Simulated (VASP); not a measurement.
# Interstitial C in a supercell of W

Wanted: what interstitial C costs in W and how the lattice relaxes round it.

Program: VASP 6.6.1. Level of theory: PBEsol; plane waves and PAW (W), in the first sound run; inputs show where later runs differ. Results are calculated unless marked as measured.

Most raw output is cut from this account.

## 1. The host crystal

The structure is cubic, space group Im-3m (No. 229). Conventional cell: a = 3.160 Å, b = 3.160 Å, c = 3.160 Å, α = 90.00°, β = 90.00°, γ = 90.00°. Nearest to W lie 8 W at 2.74 Å.

## 2. Relaxing the host crystal

Cell and atoms are relaxed first, so that later runs start from this functional's own cell.

File INCAR:

```
SYSTEM = W
PREC = Accurate
ENCUT = 400
EDIFF = 1E-06
NELM = 120
ISMEAR = 1
SIGMA = 0.15
LREAL = .FALSE.
ALGO = Normal
GGA = PS
NBANDS = 9
LASPH = .TRUE.
LORBIT = 11
LWAVE = .FALSE.
LCHARG = .FALSE.
KPAR = 8
IBRION = 2
NSW = 40
ISIF = 3
EDIFFG = -0.02
POTIM = 0.4
```

File POSCAR:

```
W
1.0
   -1.5800000000      1.5800000000      1.5800000000
    1.5800000000     -1.5800000000      1.5800000000
    1.5800000000      1.5800000000     -1.5800000000
W
1
Direct
    0.0000000000      0.0000000000      0.0000000000
```

File KPOINTS:

```
Automatic mesh
0
Gamma
15 15 15
0 0 0
```

The projector-augmented-wave data sets are W (PBE family, release 64).

Command:

```
> mpirun -np 8 vasp_std
```

Run time: 3.2 s. Hardware: 8 MPI ranks of Intel Xeon 6975P-C (Granite Rapids), shared host; peak memory 0.99 GiB; 21 s of CPU time.

The PAW data sets were made with PBE, which is usual practice but a small mismatch for other functionals. The data set W keeps the semicore shell frozen, which is cheaper and a little less accurate. The run keeps the 48 symmetry operations of its start, so it cannot find a distortion of lower symmetry.

Step by step:

```tsv
step	energy less that of the first step (eV)	largest force (eV/Å)	pressure (GPa)	volume (Å³)
1	0.0000	0.0000	-4.79	15.78
2	0.0241	0.0000	14.80	14.93
3	-0.0035	0.0000	-0.07	15.55
```

```tsv
conventional cell, symmetrised	before	after	change
a (Å)	3.160	3.145	-0.5 %
b (Å)	3.160	3.145	-0.5 %
c (Å)	3.160	3.145	-0.5 %
volume (Å³/atom)	15.78	15.55	-1.4 %
```

Final coordinates:

```xyz
1
Lattice="-1.5724 1.5724 1.5724 1.5724 -1.5724 1.5724 1.5724 1.5724 -1.5724" Properties=species:S:1:pos:R:3 pbc="T T T"
W     0.0000    0.0000    0.0000
```

This step gave:

- electronic cycles: 22
- electrons: 6
- free energy (TOTEN): -13.88 eV
- energy at zero smearing: -13.88 eV
- Fermi energy: 7.844 eV
- labelled metallic, from the levels on this mesh: yes

The run ended after 3 ionic steps, 0.003 eV below its first step, once forces and stress met EDIFFG = -0.02.

## 3. The supercell without the defect

System of this step: W. The cell holds 54 atoms: 54 W. Its edges and angles: a = 9.435 Å, b = 9.435 Å, c = 9.435 Å, α = 90.0°, β = 90.0°, γ = 90.0°. It derives from W.

The same cell, mesh and cutoff without the defect give the energy to subtract and, in a gapped host, the band edges to count from, so that most errors cancel.

File INCAR:

```
SYSTEM = W
PREC = Normal
ENCUT = 400
EDIFF = 1E-05
NELM = 120
ISMEAR = 1
SIGMA = 0.2
LREAL = Auto
ALGO = Fast
GGA = PS
NBANDS = 200
LASPH = .TRUE.
LORBIT = 11
LWAVE = .FALSE.
LCHARG = .FALSE.
KPAR = 4
NCORE = 2
```

File POSCAR:

```
W
1.0
    9.4346449506      0.0000000000      0.0000000000
    0.0000000000      9.4346449506      0.0000000000
    0.0000000000      0.0000000000      9.4346449506
W
54
Direct
    0.0000000000      0.0000000000      0.0000000000
    0.3333333333      0.0000000000      0.0000000000
    0.6666666667      0.0000000000      0.0000000000
    0.0000000000      0.3333333333      0.0000000000
    0.0000000000      0.0000000000      0.3333333333
    0.1666666667      0.1666666667      0.1666666667
    0.3333333333      0.3333333333      0.0000000000
    0.3333333333      0.0000000000      0.3333333333
    0.5000000000      0.1666666667      0.1666666667
    0.6666666667      0.3333333333      0.0000000000
    0.6666666667      0.0000000000      0.3333333333
    0.8333333333      0.1666666667      0.1666666667
    0.0000000000      0.6666666667      0.0000000000
    0.0000000000      0.3333333333      0.3333333333
    0.1666666667      0.5000000000      0.1666666667
    0.3333333333      0.6666666667      0.0000000000
    0.0000000000      0.0000000000      0.6666666667
    0.1666666667      0.1666666667      0.5000000000
    0.3333333333      0.3333333333      0.3333333333
    0.5000000000      0.5000000000      0.1666666667
    0.6666666667      0.6666666667      0.0000000000
    0.3333333333      0.0000000000      0.6666666667
    0.5000000000      0.1666666667      0.5000000000
    0.6666666667      0.3333333333      0.3333333333
    0.8333333333      0.5000000000      0.1666666667
    0.6666666667      0.0000000000      0.6666666667
    0.8333333333      0.1666666667      0.5000000000
    0.0000000000      0.6666666667      0.3333333333
    0.1666666667      0.8333333333      0.1666666667
    0.0000000000      0.3333333333      0.6666666667
    0.1666666667      0.5000000000      0.5000000000
    0.3333333333      0.6666666667      0.3333333333
    0.5000000000      0.8333333333      0.1666666667
    0.1666666667      0.1666666667      0.8333333333
    0.3333333333      0.3333333333      0.6666666667
    0.5000000000      0.5000000000      0.5000000000
    0.6666666667      0.6666666667      0.3333333333
    0.8333333333      0.8333333333      0.1666666667
    0.5000000000      0.1666666667      0.8333333333
    0.6666666667      0.3333333333      0.6666666667
    0.8333333333      0.5000000000      0.5000000000
    0.8333333333      0.1666666667      0.8333333333
    0.0000000000      0.6666666667      0.6666666667
    0.1666666667      0.8333333333      0.5000000000
    0.1666666667      0.5000000000      0.8333333333
    0.3333333333      0.6666666667      0.6666666667
    0.5000000000      0.8333333333      0.5000000000
    0.5000000000      0.5000000000      0.8333333333
    0.6666666667      0.6666666667      0.6666666667
    0.8333333333      0.8333333333      0.5000000000
    0.8333333333      0.5000000000      0.8333333333
    0.1666666667      0.8333333333      0.8333333333
    0.5000000000      0.8333333333      0.8333333333
    0.8333333333      0.8333333333      0.8333333333
```

File KPOINTS:

```
Automatic mesh
0
Monkhorst-Pack
4 4 4
0 0 0
```

Command:

```
> mpirun -np 8 vasp_std
```

Elapsed: 38 s, on 8 MPI ranks; peak memory 2.7 GiB; 4.9 min of CPU time.

Numbers from this step:

* electronic cycles: 18
* electrons: 324
* free energy (TOTEN): -749.7474 eV
* energy at zero smearing: -749.7096 eV
* Fermi energy: 7.887 eV

EDIFF was met while the residual of the charge density, rms(c), still stood at 0.08, so the density had not settled and the numbers of this run are doubtful.

The host is treated as a metal, as its relaxation found a gap under 0.3 eV or none, and only the neutral defect is run.

## 4. Reference C

This step: PBEsol; plane waves and PAW (C) (VASP 6.6.1).

System of this step: C. Symmetry: Fd-3m, No. 227, cubic system. The conventional cell has a = 3.570 Å, b = 3.570 Å, c = 3.570 Å, α = 90.00°, β = 90.00°, γ = 90.00°. C has 4 C at 1.55 Å nearest.

The reference for C is its crystal, relaxed at the cutoff of the large cell.

File INCAR:

```
SYSTEM = C
PREC = Normal
ENCUT = 400
EDIFF = 1E-05
NELM = 120
ISMEAR = 0
SIGMA = 0.1
LREAL = Auto
ALGO = Fast
GGA = PS
NBANDS = 10
LORBIT = 11
LWAVE = .FALSE.
LCHARG = .FALSE.
KPAR = 8
IBRION = 2
NSW = 25
ISIF = 3
EDIFFG = -0.02
POTIM = 0.4
```

File POSCAR:

```
C
1.0
    0.0000000000      1.7850000000      1.7850000000
    1.7850000000      0.0000000000      1.7850000000
    1.7850000000      1.7850000000      0.0000000000
C
2
Direct
    0.0000000000      0.0000000000      0.0000000000
    0.2500000000      0.2500000000      0.2500000000
```

File KPOINTS:

```
Automatic mesh
0
Gamma
13 13 13
0 0 0
```

The projector-augmented-wave data sets are C (PBE family, release 64).

Command:

```
> mpirun -np 8 vasp_std
```

Elapsed: 1.2 s, on 8 MPI ranks; peak memory 0.74 GiB; 4.7 s of CPU time.

The gap is read on the k-mesh alone, so it is an upper bound where the band edges lie off the mesh.

Relaxation path:

```tsv
step	energy less that of the first step (eV)	largest force (eV/Å)	pressure (GPa)	volume (Å³)
1	0.0000	0.0000	-9.41	11.37
2	-0.0007	0.0000	9.66	10.94
3	-0.0068	0.0000	-0.03	11.15
```

```tsv
conventional cell, symmetrised	before	after	change
a (Å)	3.570	3.546	-0.7 %
b (Å)	3.570	3.546	-0.7 %
c (Å)	3.570	3.546	-0.7 %
volume (Å³/atom)	5.69	5.57	-2.0 %
```

The relaxed structure:

```cif
data_structure
_symmetry_space_group_name_H-M 'P 1'
_symmetry_Int_Tables_number 1
_cell_length_a 2.5075
_cell_length_b 2.5075
_cell_length_c 2.5075
_cell_angle_alpha 60.000
_cell_angle_beta 60.000
_cell_angle_gamma 60.000
_cell_volume 11.15
loop_
_atom_site_label
_atom_site_type_symbol
_atom_site_fract_x
_atom_site_fract_y
_atom_site_fract_z
_atom_site_occupancy
C1 C 0.00000 0.00000 0.00000 1
C2 C 0.25000 0.25000 0.25000 1
```

Numbers from this step:

- electrons: 8
- free energy (TOTEN): -19.26 eV
- Fermi energy: 10.47 eV
- labelled metallic, from the levels on this mesh: no
- gap on the k-mesh: 4.030 eV
- least direct gap on the k-mesh: 5.583 eV

The run ended after 3 ionic steps, 0.007 eV below its first step, once forces and stress met EDIFFG = -0.02.

Energy at zero smearing: -19.26447 eV.

## 5. The defect cell

This step: PBEsol; plane waves and PAW (W, C) (VASP 6.6.1).

System of this step: W54C. The cell holds 55 atoms: 54 W and 1 C. Cell: a = 9.435 Å, b = 9.435 Å, c = 9.435 Å, α = 90.0°, β = 90.0°, γ = 90.0°. It derives from W. Nearest the centre at fractional (0.167, 0.083, 0.000): C55 at 0.00 Å, W2 at 1.76 Å, W1 at 1.76 Å, W6 at 1.76 Å, W34 at 1.76 Å, W29 at 2.83 Å, W52 at 2.83 Å, W7 at 2.83 Å.

The host is treated as a metal, since its gap is under 0.3 eV or closed. The run keeps 8 symmetry operations, which cuts the number of k-points but bars distortions that break them. The atoms relax at the host's fixed cell.

File INCAR:

```
SYSTEM = W54C
PREC = Normal
ENCUT = 400
EDIFF = 1E-05
NELM = 120
ISMEAR = 1
SIGMA = 0.2
LREAL = Auto
ALGO = Fast
GGA = PS
NBANDS = 208
LASPH = .TRUE.
LORBIT = 11
LWAVE = .FALSE.
LCHARG = .TRUE.
KPAR = 4
NCORE = 2
IBRION = 2
NSW = 50
ISIF = 2
EDIFFG = -0.03
POTIM = 0.4
MAXMIX = 40
ISYM = 2
```

File POSCAR:

```
W54C
1.0
    9.4346449506      0.0000000000      0.0000000000
    0.0000000000      9.4346449506      0.0000000000
    0.0000000000      0.0000000000      9.4346449506
W C
54 1
Direct
    0.0000000000      0.0000000000      0.0000000000
    0.3333333300      0.0000000000      0.0000000000
    0.6666666700      0.0000000000      0.0000000000
    0.0000000000      0.3333333300      0.0000000000
    0.0000000000      0.0000000000      0.3333333300
    0.1666666700      0.1666666700      0.1666666700
    0.3333333300      0.3333333300      0.0000000000
    0.3333333300      0.0000000000      0.3333333300
    0.5000000000      0.1666666700      0.1666666700
    0.6666666700      0.3333333300      0.0000000000
    0.6666666700      0.0000000000      0.3333333300
    0.8333333300      0.1666666700      0.1666666700
    0.0000000000      0.6666666700      0.0000000000
    0.0000000000      0.3333333300      0.3333333300
    0.1666666700      0.5000000000      0.1666666700
    0.3333333300      0.6666666700      0.0000000000
    0.0000000000      0.0000000000      0.6666666700
    0.1666666700      0.1666666700      0.5000000000
    0.3333333300      0.3333333300      0.3333333300
    0.5000000000      0.5000000000      0.1666666700
    0.6666666700      0.6666666700      0.0000000000
    0.3333333300      0.0000000000      0.6666666700
    0.5000000000      0.1666666700      0.5000000000
    0.6666666700      0.3333333300      0.3333333300
    0.8333333300      0.5000000000      0.1666666700
    0.6666666700      0.0000000000      0.6666666700
    0.8333333300      0.1666666700      0.5000000000
    0.0000000000      0.6666666700      0.3333333300
    0.1666666700      0.8333333300      0.1666666700
    0.0000000000      0.3333333300      0.6666666700
    0.1666666700      0.5000000000      0.5000000000
    0.3333333300      0.6666666700      0.3333333300
    0.5000000000      0.8333333300      0.1666666700
    0.1666666700      0.1666666700      0.8333333300
    0.3333333300      0.3333333300      0.6666666700
    0.5000000000      0.5000000000      0.5000000000
    0.6666666700      0.6666666700      0.3333333300
    0.8333333300      0.8333333300      0.1666666700
    0.5000000000      0.1666666700      0.8333333300
    0.6666666700      0.3333333300      0.6666666700
    0.8333333300      0.5000000000      0.5000000000
    0.8333333300      0.1666666700      0.8333333300
    0.0000000000      0.6666666700      0.6666666700
    0.1666666700      0.8333333300      0.5000000000
    0.1666666700      0.5000000000      0.8333333300
    0.3333333300      0.6666666700      0.6666666700
    0.5000000000      0.8333333300      0.5000000000
    0.5000000000      0.5000000000      0.8333333300
    0.6666666700      0.6666666700      0.6666666700
    0.8333333300      0.8333333300      0.5000000000
    0.8333333300      0.5000000000      0.8333333300
    0.1666666700      0.8333333300      0.8333333300
    0.5000000000      0.8333333300      0.8333333300
    0.8333333300      0.8333333300      0.8333333300
    0.1666666700      0.0833333300      1.0000000000
```

File KPOINTS:

```
Automatic mesh
0
Monkhorst-Pack
4 4 4
0 0 0
```

Potentials, in the order of the species: W and C (PBE family, release 64).

Command:

```
> mpirun -np 8 vasp_std
```

Elapsed: 6.3 min, on 8 MPI ranks; peak memory 3.5 GiB.

The run keeps the 8 symmetry operations of its start, so it cannot find a distortion of lower symmetry.

The steps of the relaxation:

```tsv
step	energy less that of the first step (eV)	largest force (eV/Å)
1	0.0000	9.9201
2	-1.6775	5.3533
3	-3.6916	0.9627
4	-3.6918	0.9895
5	-3.9892	0.5053
6	-4.0178	0.3570
7	-4.0753	0.1870
8	-4.0860	0.2244
9	-4.1009	0.0478
10	-4.1021	0.0429
11	-4.1021	0.0493
12	-4.1030	0.0172
```

The atoms that moved most (Å):

```tsv
atom	dx	dy	dz	length
W2	0.236	-0.023	0.000	0.237
W6	0.000	0.023	0.236	0.237
W1	-0.236	-0.023	0.000	0.237
W34	0.000	0.023	-0.236	0.237
W19	0.025	0.037	0.031	0.054
W14	-0.025	0.037	0.031	0.054
W35	0.025	0.037	-0.031	0.054
W30	-0.025	0.037	-0.031	0.054
```

This step gave:

```yaml
electronic_cycles: 98
electrons: 328
free_energy_toten: -755.7284 eV
energy_at_zero_smearing: -755.7125 eV
fermi_energy: 7.965 eV
labelled_metallic_from_the_levels_on_this_mesh: yes
```

Valence density in the bc plane at fractional x = 0.167, through the centre, with atoms of W and C within 0.45 Å of it. It is the smooth field of the valence electrons, not physical close to the nuclei.

Ten even steps from '_' (0.2 e/Å³) to '@' (1.7 e/Å³), each cell a mean:
```
--%%@@%%--__________________________________________
..--++++::..__________....__..__________....________
____::--::....________..::::::..______..::::::::____
____..::----..________..----::..________::----::____
____..::==--..________..----::..______..::::--::..__
____..::::::..________..........______..........____
____..........______________________________________
____________________________________________________
____________________________________________________
______........________....__..__________........____
____..::::::..________..::::::..______..::::::::..__
____..::----..________..----::..______..::----..____
____..::--::..________..::--::..______..::----::..__
____..........________..........______..........____
____________________________________________________
____________________________________________________
______......________________________________________
____..::::::..________....__..__________........____
____..::----..________..::::::..______..::::::::..__
____..::----..________..----::..________..----::____
____..::::::..________..::--::..______..::----::____
__::----::..__________..........________........____
::**%%**::__________________________________________
==%%%%%%--__________________________________________
```
Columns run along b (9.4 Å), rows up along c (9.4 Å). Atoms in or near the plane, at fractional coordinates: W at (0.17, 0.19), W at (0.50, 0.17), W at (0.17, 0.50), W at (0.84, 0.17), W at (0.50, 0.50), W at (0.17, 0.81), W at (0.83, 0.50), W at (0.50, 0.83), W at (0.84, 0.83), C at (0.08, 0.00).

The run ended after 12 ionic steps, 4.103 eV below its first step, once the forces on the free atoms met EDIFFG = -0.03.

C hardly moves from its start, within the 8 symmetry operations kept, and its nearest atoms are 4 W at 1.98 Å.

## 6. Putting the energies together

This step: point defect, PBEsol; plane waves and PAW (VASP 6.6.1).

Derived from the runs above.

This step gave:

```
formation energy of the neutral defect : 3.629 eV
```

Formation energy:

```tsv
formation energy (eV)	largest move (Å)
3.629	0.2371
```

E_f is E(defect cell) less E(perfect cell), corrected for the atoms exchanged with their references.

References, in eV an atom: C -9.632 (crystal Fd-3m) and W -13.884 (the host). They were run at the supercell's cutoff and functional, without U, and count both elements from their own phases.

## 7. What came out

- formation energy at charge 0: 3.629 eV

**Reading.** Interstitial C costs 3.63 eV at the one site run, which need not be the lowest, with every exchanged atom at the energy of its element. C hardly moves from its start, within the 8 symmetry operations kept, and its nearest atoms are 4 W at 1.98 Å. In 1 of the runs the charge density had not settled when EDIFF was met, so its numbers are doubtful. With metallic smearing the value can move by tenths of an eV with the k mesh. Carbon counts from diamond, not from graphite, the stable form. The supercell of 54 atoms is small, so interactions between images remain.

[Lines on the potential files, build, host, timing and source positions are cut from VASP's logs without a mark.]

[Logs are printed without paths, hosts, clocks, repeated set-up lines and the standing remarks that a program may print on its own settings, such as how far it seeks lower states.]

[Hosts, paths, dates, database ids (printed as entryN), source tags and the programs' standing remarks are cut or masked in the printed files.]

[In band tables of VASP the shares of atoms and orbitals are scaled to a sum of 1 inside the atoms' spheres.]

[Runs that stopped without an error message from VASP are left out.]
